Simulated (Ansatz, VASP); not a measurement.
# Rb in VASP and in Ansatz

INCAR

```
ALGO = Normal
EDIFF = 1E-8
ENCUT = 520
GGA = PE
ISIF = 2
ISMEAR = -1
LASPH = True
LCHARG = False
LEFG = True
LREAL = False
LWAVE = False
NBANDS = 10
NELM = 80
PREC = Accurate
SIGMA = 0.05
```

The input KPOINTS:

```
k-points
0
Gamma
  8 8 8
```

Contents of POSCAR:

```
Rb
1.0
   -2.7776546277      2.7776546277      2.7776546277
    2.7776546277     -2.7776546277      2.7776546277
    2.7776546277      2.7776546277     -2.7776546277
Rb
1
Direct
    0.0000000000      0.0000000000      0.0000000000
```

Input for Ansatz:

```yaml
crystal:
  lattice:
    - [-2.7776546277, 2.7776546277, 2.7776546277]
    - [2.7776546277, -2.7776546277, 2.7776546277]
    - [2.7776546277, 2.7776546277, -2.7776546277]
  atoms:
    - { symbol: Rb, position: [0.0, 0.0, 0.0] }
kpoints:
  mp_grid: { grid: [8, 8, 8] }
scf:
  occupations: { method: fermi_dirac, width: 0.05 }
hamiltonian:
  xc: pbe
  pseudopotentials: { kind: paw }
output:
  forces: true
  stress: true
  eigenvalues: true
  efg: { contact_densities: true }
  write_density: true
  write_potential: true
  elf: true
  volumetric_format: npy
```

Change from the starting cell: volume scaled by 0.97, PAW files.

Alike in both runs: task electric field gradients; functional PBE; k mesh 8 × 8 × 8; occupations fermi-dirac, width 0.05 eV; no spin polarisation.

```csv
,VASP,Ansatz
version,VASP 6.6.1,Ansatz 0.2.0
potentials or method,"VASP PAW PBE potentials, release 64 (Rb_sv)","PAW with Ansatz's default frozen-core files, scalar-relativistic"
plane-wave cutoff (eV),520,420
valence electrons in the cell,9,9
```

|  | VASP | Ansatz | Ansatz less VASP |
| --- | --- | --- | --- |
| pressure (GPa) | 0.2 | 0.2 | 0.00 |
| Vzz of the field gradient on the site that differs most (V/Å²) | 0.0 | 0.0 | 0.00 |

With one functional, cell and mesh, what is left measures potentials, basis and numerics. Ansatz warned: «gradients_without_spin_orbit».
